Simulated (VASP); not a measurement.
C: single point with PBE

The system is C.

```
C
1.0
     4.15280    0.00000    0.00000
    -2.07640    3.59643    0.00000
     0.00000    0.00000    2.54585
C
3
Direct
  0.00000 0.00000 0.00000
  0.33333 0.66667 0.50000
  0.66667 0.33333 0.50000
```

The cell was built by a generator and needn't be a form met in nature.

```yaml
Program: VASP 6.6.1
Task: single point
Functional: PBE
Potentials_or_basis: VASP PAW PBE potentials, release 64 (C)
Cutoff: 520 eV
k_mesh: 6 × 6 × 8
Occupations: gaussian, width 0.1 eV
Spin: no spin polarisation
```

| Item | Value |
| --- | --- |
| Pressure | -31.3 GPa |
| Band gap on the k mesh | none (metal or under the smearing width) |

Stress tensor (GPa, compression positive):
```
-30.99   0.00   0.00
  0.00 -30.99   0.00
  0.00   0.00 -31.85
```

Levels at points of the mesh, in eV from the Fermi level:
```tsv
k point	band 2	band 3	band 4	band 5	band 6	band 7	band 8	band 9	band 10	band 11
(0.00, 0.00, 0.00)	-7.10	-6.58	-2.05	-2.05	-1.81	-1.81	2.40	4.56	4.75	4.75
(0.50, 0.00, 0.00)	-10.68	-7.80	-4.10	0.61	0.71	2.34	3.12	3.30	3.44	3.65
(0.00, 0.00, 0.50)	-8.03	-4.43	-1.88	-1.10	-0.44	-0.44	-0.13	0.93	0.93	2.80
(0.50, 0.00, 0.50)	-7.32	-6.89	-3.55	-2.65	-1.27	-1.20	0.66	2.35	2.77	3.45
```

It took 35 s on 1 thread of AMD EPYC 7R43 64-Core Processor (Zen 3), on a shared host, peak memory 0.11 GiB.

Caveat: a pressure of tens of GPa on the cell as given is suspect, and the run, the potentials or the cell itself is likely at fault.
